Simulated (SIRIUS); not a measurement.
# Nb and the effect of the dispersion correction

Symmetry: Im-3m, No. 229, cubic system. The conventional cell has a = 3.328 Å, b = 3.328 Å, c = 3.328 Å, α = 90.00°, β = 90.00°, γ = 90.00°. Nb (site symmetry m-3m) has 8 Nb at 2.88 Å as nearest neighbours.

Kept alike: task equation of state; functional PBE; k mesh 11 × 11 × 11; occupations fermi-dirac, width 0.05 eV; no spin polarisation. Program: SIRIUS, all-electron FP-LAPW, apw+lo standard, cutoff 163 eV. The mesh is that of the run's cell of 1 atom. No spin-orbit coupling.

```csv
dispersion correction,volume (Å³/atom),bulk modulus (GPa)
D3(zero),17.511,179.6
D3(BJ),17.492,179.3
D4,17.901,174.5
none,18.204,170.8
```

For a metal such a mesh leaves the last digits unconverged. Volume and modulus come from cells scaled at fixed shape and fractions.

What does the dispersion correction change here?

The volume runs from 17.492 (D3(BJ)) to 18.204 Å³/atom (none). Against no correction: D3(zero) -3.8 %; D3(BJ) -3.9 %; D4 -1.7 %. Dispersion terms mostly attract and so lower the volume; the schemes' coefficients and damping set how far. Measured: 17.9 Å³/atom (arxiv:1906.07796); nearest D4, 0.00 Å³/atom off. The runs are for a static lattice. The bulk modulus runs from 170.8 (none) to 179.6 GPa (D3(zero)). Measured: 169 GPa (arxiv:1910.08312); nearest none, 1.8 GPa off. The runs are for a static lattice.
